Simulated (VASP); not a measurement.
# Ge4N (P6/mmm) in VASP: further runs

Runs on Ge4N. Level: PBE. Tasks: relaxation of cell and atoms, single point.

Everything below comes from runs of VASP 6.6.1. Logs are shortened: lines on timing, memory, paths and dates and some standing lists are left out, and cuts for length are marked.

### 1 The cell of the first run

Symmetry: P6/mmm, No. 191, hexagonal system. Conventional cell: a = 5.361 Å, b = 5.361 Å, c = 4.093 Å, α = 90.00°, β = 90.00°, γ = 120.00°. Ge (site symmetry mmm) has 4 Ge at 2.68 Å and 2 N at 2.68 Å as nearest neighbours. Ge (site symmetry 6/mmm) is surrounded by 2 N at 2.05 Å. N (site symmetry 6/mmm) is surrounded by 2 Ge at 2.05 Å.

The cell was built by a generator and needn't be a form met in nature.

### 2 Relaxation of cell and atoms, PBE (random cell by space group and Wyckoff sites (P6/mmm, No. 191))

INCAR

```
PREC     = Accurate       # precision mode
ENCUT    = 600            # plane-wave cutoff, eV
EDIFF    = 1E-6           # SCF threshold, eV
ISMEAR   = 0              # smearing method
SIGMA    = 0.1            # smearing width, eV
LREAL    = F              # projectors in reciprocal space
LASPH    = T              # aspherical terms in the spheres
NELM     = 80             # most SCF steps
ALGO     = Fast           # electronic algorithm
ISIF     = 3              # what is computed and relaxed
LWAVE    = F              # write WAVECAR
LCHARG   = F              # write CHGCAR
GGA      = PE             # functional
IBRION   = 2              # ionic algorithm
NSW      = 100            # ionic steps
EDIFFG   = -0.01          # ionic threshold
```

KPOINTS

```
regular mesh
0
Gamma
  9 9 10
```

POSCAR

```
Ge4N
1.0
    5.3605441992      0.0000000000      0.0000000000
   -2.6802720996      4.6423674546      0.0000000000
    0.0000000000      0.0000000000      4.0926256817
Ge N
4 1
Direct
    0.5000000000      0.0000000000      0.5000000000
    0.0000000000      0.5000000000      0.5000000000
    0.5000000000      0.5000000000      0.5000000000
    0.0000000000      0.0000000000      0.0000000000
    0.0000000000      0.0000000000      0.5000000000
```

Potentials or basis: VASP PAW PBE potentials, release 64 (Ge_d, N).

Launch:

```sh
cat potpaw_PBE.64/Ge_d/POTCAR potpaw_PBE.64/N/POTCAR > POTCAR
mpirun -np 1 vasp_std > vasp.out
```

OUTCAR:

```text
PREC = Accurate
   ENCUT = 600
   EDIFF = 1E-6
   ISMEAR = 0
   LREAL = F
   LASPH = T
   NELM = 80
   ISIF = 3
   GGA = PE
   IBRION = 2
   NSW = 100
   EDIFFG = -0.01

 ion  position               nearest neighbor table
   1  0.500  0.000  0.500-   2 2.68   3 2.68   3 2.68   2 2.68
   2  0.000  0.500  0.500-   1 2.68   1 2.68   3 2.68   3 2.68
   3  0.500  0.500  0.500-   1 2.68   1 2.68   2 2.68   2 2.68
   4  0.000  0.000  0.000-   5 2.05   5 2.05
   5  0.000  0.000  0.500-   4 2.05   4 2.05

  LATTYP: Found a hexagonal cell.
 ALAT       =     5.3605441992
 C/A-ratio  =     0.7634720524

  Lattice vectors:

 A1 = (   5.3605441992,   0.0000000000,   0.0000000000)
 A2 = (  -2.6802720996,   4.6423674546,   0.0000000000)
 A3 = (   0.0000000000,   0.0000000000,   4.0926256817)

Analysis of symmetry for initial positions (statically):
=====================================================================
 Subroutine PRICEL returns:
 Original cell was already a primitive cell.

 Routine SETGRP: Setting up the symmetry group for a
 hexagonal supercell.

 Subroutine GETGRP returns: Found 24 space group operations
 (whereof 24 operations were pure point group operations)
 out of a pool of 24 trial point group operations.

The static configuration has the point symmetry D_6h.

Analysis of symmetry for dynamics (positions and initial velocities):
=====================================================================
 Subroutine PRICEL returns:
 Original cell was already a primitive cell.

 Routine SETGRP: Setting up the symmetry group for a
 hexagonal supercell.

 Subroutine GETGRP returns: Found 24 space group operations
 (whereof 24 operations were pure point group operations)
 out of a pool of 24 trial point group operations.

The dynamic configuration has the point symmetry D_6h.

 Subroutine INISYM returns: Found 24 space group operations
 (whereof 24 operations are pure point group operations),
 and found     1 'primitive' translations

----------------------------------------------------------------------------------------

                                     Primitive cell

  volume of cell :     101.8475

  direct lattice vectors                    reciprocal lattice vectors
     5.360544199  0.000000000  0.000000000     0.186548224  0.107703667  0.000000000
    -2.680272100  4.642367455  0.000000000     0.000000000  0.215407335  0.000000000
     0.000000000  0.000000000  4.092625682     0.000000000  0.000000000  0.244341916

  length of vectors
     5.360544199  5.360544199  4.092625682     0.215407335  0.215407335  0.244341916

  position of ions in fractional coordinates (direct lattice)
     0.500000000  0.000000000  0.500000000
     1.000000000  0.500000000  0.500000000
     0.500000000  0.500000000  0.500000000
     0.000000000  0.000000000  0.000000000
     0.000000000  0.000000000  0.500000000

  ion indices of the primitive-cell ions
   primitive index   ion index
                 1           1
                 2           2
                 3           3
                 4           4
                 5           5

----------------------------------------------------------------------------------------

 KPOINTS: regular mesh

Automatic generation of k-mesh.
 Grid dimensions read from file:
 generate k-points for:    9    9   10

 Generating k-lattice:

  Cartesian coordinates                     Fractional coordinates (reciprocal lattice)
     0.020727580  0.011967074  0.000000000     0.111111111 -0.000000000  0.000000000
     0.000000000  0.023934148  0.000000000     0.000000000  0.111111111  0.000000000
     0.000000000  0.000000000  0.024434192     0.000000000  0.000000000  0.100000000

  Length of vectors
     0.023934148  0.023934148  0.024434192

  Shift w.r.t. Gamma in fractional coordinates (k-lattice)
     0.000000000  0.000000000  0.000000000

 Subroutine IBZKPT returns following result:
 ===========================================

 Found     72 irreducible k-points:

 Following reciprocal coordinates:
            Coordinates               Weight
  0.000000  0.000000  0.000000      1.000000
  0.111111  0.000000  0.000000      6.000000
  0.222222  0.000000  0.000000      6.000000
  0.333333 -0.000000  0.000000      6.000000
  0.444444  0.000000  0.000000      6.000000
  0.111111  0.111111  0.000000      6.000000
[... 16 lines left out ...]
  0.333333  0.222222  0.100000     24.000000
  0.333333  0.333333  0.100000      4.000000
 [... further k-points ...]
   k-points           NKPTS =     72   k-points in BZ     NKDIM =     72   number of bands    NBANDS=     36
   number of dos      NEDOS =    301   number of ions     NIONS =      5
   total plane-waves  NPLWV =  82944
   dimension x,y,z NGX =    48 NGY =   48 NGZ =   36
   dimension x,y,z NGXF=    96 NGYF=   96 NGZF=   72
   ions per type =               4   1
   NGX,Y,Z   is equivalent  to a cutoff of  14.89, 14.89, 14.62 a.u.
   NGXF,Y,Z  is equivalent  to a cutoff of  29.77, 29.77, 29.25 a.u.
 SYSTEM =  unknown system
   PREC   = accura    normal or accurate (medium, high low for compatibility)
   ISTART =      0    job   : 0-new  1-cont  2-samecut
   ICHARG =      2    charge: 1-file 2-atom 10-const
   ISPIN  =      1    spin polarized calculation?
   LNONCOLLINEAR =      F non collinear calculations
   LSORBIT =      F    spin-orbit coupling
   LASPH  =      T    aspherical Exc in radial PAW
   ENCUT  =  600.0 eV  44.10 Ry    6.64 a.u.  10.71 10.71  8.17*2*pi/ulx,y,z
   NELM   =     80;   NELMIN=  2; NELMDL= -5     # of ELM steps
   EDIFF  = 0.1E-05   stopping-criterion for ELM
   LREAL  =      F    real-space projection
   EDIFFG = -.1E-01   stopping-criterion for IOM
   NSW    =    100    number of steps for IOM
   IBRION =      2    ionic relax: 0-MD 1-quasi-New 2-CG
   NFREE  =      1    steps in history (QN), initial steepest desc. (CG)
   ISIF   =      3    stress and relaxation
   ISYM   =      2    0-nonsym 1-usesym 2-fastsym
   POTIM  = 0.5000    time-step for ionic-motion
   TEBEG  =    0.0;   TEEND  =   0.0 temperature during run
   PSTRESS=    0.0 pullay stress
   NELECT =      61.0000    total number of electrons
   NUPDOWN=      -1.0000    fix difference up-down
   EMIN   =  10.00;   EMAX   =-10.00  energy-range for DOS
   EFERMI =   0.00;   METHOD = LEGACY
   ISMEAR =     0;   SIGMA  =   0.10  broadening in eV -4-tet -1-fermi 0-gaus
   EFERMI_NEDOS =   21; number of points for ismear=-14 and -15
   IALGO  =     68    algorithm
   IMIX   =      4    mixing-type and parameters
     AMIX     =   0.40;   BMIX     =  1.00
     AMIX_MAG =   1.60;   BMIX_MAG =  1.00
  volume/ion in A,a.u.               =      20.37       137.46
  Fermi-wavevector in a.u.,A,eV,Ry     =   1.379965  2.607755 25.909609  1.904303
  Thomas-Fermi vector in A             =   2.504886
   LORBIT       =      0    0 simple, 1 ext, 2 COOP (PROOUT), +10 PAW based schemes
   GGA     = PE    functional components
   LHFCALC =     F    Hartree Fock is set to
   AEXX    =    0.0000 exact exchange contribution
   IVDW    =     0    specifies the selected vdW correction
   LEPSILON=     F    determine dielectric tensor
   LRPA    =     F    only Hartree local field effects (RPA)
 conjugate gradient relaxation of ions
 non-spin polarized calculation
 RMM-DIIS sequential band-by-band and
 Gauss-broadening in eV      SIGMA  =   0.10
  energy-cutoff  :      600.00
  volume of cell :      101.85
 maximum number of plane-waves:      3437
 NGX is ok and might be reduce to    48
   NGX = 21   NGY = 21   NGZ = 17

--------------------------------------- Ionic step        1  -------------------------------------------

 number of electron      61.0000002 magnetization

 Free energy of the ion-electron system (eV)
  ---------------------------------------------------
  ext. energy  EPLUGINS =         0.00000000
  ---------------------------------------------------
  free energy    TOTEN  =       -21.74220922 eV

  energy without entropy =      -21.73207273  energy(sigma->0) =      -21.73714098

------------------------ aborting loop because EDIFF is reached ----------------------------------------

  FORCE on cell =-STRESS in cart. coord.  units (eV):
  Direction    XX          YY          ZZ          XY          YZ          ZX
  --------------------------------------------------------------------------------------
  -------------------------------------------------------------------------------------
  Total        0.8204531      0.8204531     -2.0315262      0.0000000      0.0000000     -0.0000000
  in kB       12.9066613     12.9066613    -31.9582200      0.0000000      0.0000000     -0.0000000
  external PRESSURE =      -2.0482991 kB  Pullay stress =       0.0000000 kB
[... 180 lines left out ...]
  energy  without entropy=      -21.7845963614  energy(sigma->0) =      -21.78855481

--------------------------------------- Ionic step        6  -------------------------------------------

 number of electron      61.0000047 magnetization

 Free energy of the ion-electron system (eV)
  ---------------------------------------------------
  ext. energy  EPLUGINS =         0.00000000
  ---------------------------------------------------
  free energy    TOTEN  =       -21.79280533 eV

  energy without entropy =      -21.78491080  energy(sigma->0) =      -21.78885806

 E-fermi :   4.7864     XC(G=0): -10.2474

 val. band max:        4.7741804150   @ k =   0.0000   0.0000   0.4000
 cond. band min:       4.7864691334   @ k =   0.2222   0.2222   0.4000
 fundamental gap:      0.0122887184
 Fermi energy:         4.7863771538

 k-point     1 :       0.0000    0.0000    0.0000
  band No.  band energies     occupation
      1     -20.2666      2.00000
      2     -20.2628      2.00000
      3     -20.2628      2.00000
      4     -20.1775      2.00000
      5     -20.1639      2.00000
      6     -20.1639      2.00000
[... 925 lines left out ...]
     35       7.7073      0.00000
     36       7.9320      0.00000

 [... further k-points ...]

------------------------ aborting loop because EDIFF is reached ----------------------------------------

  FORCE on cell =-STRESS in cart. coord.  units (eV):
  Direction    XX          YY          ZZ          XY          YZ          ZX
  --------------------------------------------------------------------------------------
  -------------------------------------------------------------------------------------
  Total        0.0375076      0.0375076      0.0404352      0.0000000      0.0000000      0.0000000
  in kB        0.5973558      0.5973558      0.6439813      0.0000000      0.0000000      0.0000000
  external PRESSURE =       0.6128976 kB  Pullay stress =       0.0000000 kB
[... 20 lines left out ...]
  FREE ENERGIE OF THE ION-ELECTRON SYSTEM (eV)
  ---------------------------------------------------
  free  energy   TOTEN  =       -21.7928053318 eV

  energy  without entropy=      -21.7849107960  energy(sigma->0) =      -21.78885806

 reached required accuracy - stopping structural energy minimisation
```

Wall time 18 min (1 thread of AMD EPYC 9R45 (Zen 5), shared host); peak memory 0.42 GiB.

Results:

```
Free energy                            : -21.7928 eV
Relaxed volume                         : 20.12 Å³/atom
Relaxed cell                           : a = 5.433 Å, b = 5.433 Å, c = 3.936 Å, α = 90.00°, β = 90.00°, γ = 120.00°
Space group after relaxing (to 0.05 Å) : P6/mmm (No. 191)
Energy gained by relaxing              : 10.1 meV/atom
Ionic steps                            : 6
Pressure after relaxing                : 0.1 GPa
Band gap on the k mesh                 : none (metal or under the smearing width)
```

Step by step:
| step | energy change (eV) | largest force (eV/Å) | pressure (GPa) | volume (Å³) |
| --- | --- | --- | --- | --- |
| 1 | 0.0000 | 0.0000 | -0.20 | 101.85 |
| 2 | -0.0399 | 0.0000 | -0.24 | 101.44 |
| 3 | -0.0498 | 0.0000 | -0.26 | 101.13 |
| 4 | -0.0503 | 0.0000 | -0.22 | 101.05 |
| 5 | -0.0503 | 0.0000 | -0.20 | 101.04 |
| 6 | -0.0506 | 0.0000 | 0.06 | 100.60 |

Final structure:
```
CELL_PARAMETERS angstrom
5.43251 0.00000 0.00000
-2.71625 4.70469 0.00000
0.00000 0.00000 3.93609
ATOMIC_POSITIONS crystal
Ge 0.50000 0.00000 0.50000
Ge 0.00000 0.50000 0.50000
Ge 0.50000 0.50000 0.50000
Ge 0.00000 0.00000 0.00000
N 0.00000 0.00000 0.50000
```

Levels at points of the mesh, in eV from the Fermi level:
| k point | band 27 | band 28 | band 29 | band 30 | band 31 | band 32 | band 33 | band 34 |
| --- | --- | --- | --- | --- | --- | --- | --- | --- |
| (0.00, 0.00, 0.00) | -5.75 | -4.90 | -4.58 | -0.09 | 1.56 | 1.56 | 3.38 | 3.38 |
| (0.00, 0.00, 0.50) | -4.89 | -4.51 | -2.91 | -0.26 | -0.26 | 0.58 | 0.58 | 2.02 |

### 3 Single point, PBE (random cell by space group and Wyckoff sites (P6/mmm, No. 191))

INCAR

```
SYSTEM = Ge4N
ALGO = Fast ; EDIFF = 1E-6
ENCUT = 520 ; GGA = PE
ISIF = 2 ; ISMEAR = 0
LASPH = .True. ; LCHARG = .False.
LREAL = .False. ; LWAVE = .False.
NBANDS = 38 ; NELM = 100
PREC = Accurate ; SIGMA = 0.1
```

KPOINTS

```
k-points
0
Gamma
  9 9 10
  0 0 0
```

POSCAR: that of step 2 with these lines changed.

```diff
@@ -2,5 +2,5 @@
 1.0
-    5.3605441992      0.0000000000      0.0000000000
-   -2.6802720996      4.6423674546      0.0000000000
-    0.0000000000      0.0000000000      4.0926256817
+    5.4314359890      0.0000000000      0.0000000000
+   -2.7157179945      4.7037615455      0.0000000000
+    0.0000000000      0.0000000000      3.9417587864
 Ge N
```

Potentials or basis: VASP PAW PBE potentials, release 64 (Ge_d, N).

Launch:

```sh
cat potpaw_PBE.64/Ge_d/POTCAR potpaw_PBE.64/N/POTCAR > POTCAR
mpirun -np 1 vasp_std > vasp.out
```

Wall time 4 min (1 thread of Intel Xeon Platinum 8259CL at 2.50GHz (Skylake/Cascade Lake), shared host); peak memory 0.35 GiB.

Results (log left out):

```yaml
Free_energy: -21.7900 eV
Pressure: 0.0 GPa
Band_gap_on_the_k_mesh: none (metal or under the smearing width)
```

Levels at points of the mesh, in eV from the Fermi level:
```tsv
k point	band 28	band 29	band 30	band 31	band 32	band 33
(0.00, 0.00, 0.00)	-4.90	-4.60	-0.10	1.57	1.57	3.37
(0.00, 0.00, 0.50)	-4.52	-2.90	-0.26	-0.26	0.59	0.59
```
